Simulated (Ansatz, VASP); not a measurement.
## Two plane-wave programs on B

```
B
1.0
     1.31720    0.76049    2.20524
    -1.31720    0.76049    2.20524
     0.00000   -1.52097    2.20524
B
2
Cartesian
  0.0000 0.0000 1.6539
  0.0000 0.0000 4.9618
```

Alike in both runs: functional PBEsol; k mesh 9 × 9 × 9; occupations gaussian, width 0.1 eV; no spin polarisation.

Ansatz relaxed the structure, and its values are those at the end. VASP's run is a single point on that final structure, the one shown.

|  | VASP | Ansatz |
| --- | --- | --- |
| version | VASP 6.6.1 | Ansatz 0.2.0 |
| potentials or method | VASP PAW PBE potentials, release 64 (B) | scalar-relativistic, plane waves, PAW |
| plane-wave cutoff (eV) | 520 | 420 |
| valence electrons in the cell | 6 | 6 |

VASP gave:

- gap on the k mesh at the Fermi level (eV): none
- pressure (GPa): 0.2

Q: Which values does Ansatz return?

A: gap on the k mesh at the Fermi level (eV): none; pressure (GPa): -0.2.

A gap of «none» marks a metal or a gap that the smearing closes.

Caveats: the PAW data sets were made with another functional, which shifts forces and pressure a little (VASP).
